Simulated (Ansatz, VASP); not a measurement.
**Two plane-wave programs on Te**

INCAR

```
PREC = Accurate
ENCUT = 520
EDIFF = 1E-7
ISMEAR = -1
SIGMA = 0.05
LREAL = F
LASPH = T
NELM = 80
ALGO = Normal
ISIF = 2
LWAVE = F
LCHARG = F
GGA = PE
NBANDS = 13
```

KPOINTS

```
regular mesh
0
Gamma
  10 10 10
```

File POSCAR:

```
Te
1.0
   -2.9379399160      3.8499516865      1.5248495385
    2.9379399160     -3.8499516865      1.5248495385
    2.9379399160      3.8499516865     -1.5248495385
Te
2
Direct
    0.0009290200      0.7509290200      0.2500000000
    0.9990709800      0.2490709800      0.7500000000
```

File input.yaml:

```yaml
crystal:
  lattice:
    - [-2.937939916, 3.8499516865, 1.5248495385]
    - [2.937939916, -3.8499516865, 1.5248495385]
    - [2.937939916, 3.8499516865, -1.5248495385]
  atoms:
    - { symbol: Te, position: [0.00092902, 0.75092902, 0.25] }
    - { symbol: Te, position: [0.99907098, 0.24907098, 0.75] }
hamiltonian:
  xc: pbe
  pseudopotentials: { kind: paw }
kpoints:
  mp_grid: { grid: [10, 10, 10] }
scf:
  occupations: { method: fermi_dirac, width: 0.05 }
output:
  forces: true
  stress: true
  eigenvalues: true
```

Change from the starting cell: volume scaled by 0.98.

Alike in both runs: task single point; functional PBE; k mesh 10 × 10 × 10; occupations fermi-dirac, width 0.05 eV; no spin polarisation.

|  | VASP | Ansatz |
| --- | --- | --- |
| version | VASP 6.6.1 | Ansatz 0.2.0 |
| potentials or method | VASP PAW PBE potentials, release 64 (Te) | Ansatz PAW |
| plane-wave cutoff (eV) | 520 | 420 |
| valence electrons in the cell | 12 | 32 |

|  | VASP | Ansatz | Ansatz less VASP |
| --- | --- | --- | --- |
| gap on the k mesh at the Fermi level (eV) | none | none | - |
| pressure (GPa) | 1.6 | 1.6 | +0.04 |
| largest component of the traceless stress (GPa) | 1.73 | 1.75 | +0.018 |

A gap of «none» marks a metal or a gap that the smearing closes. The two sets of potentials don't hold the same shells in valence.

The runs have no spin-orbit coupling, so splittings on Te are missing.
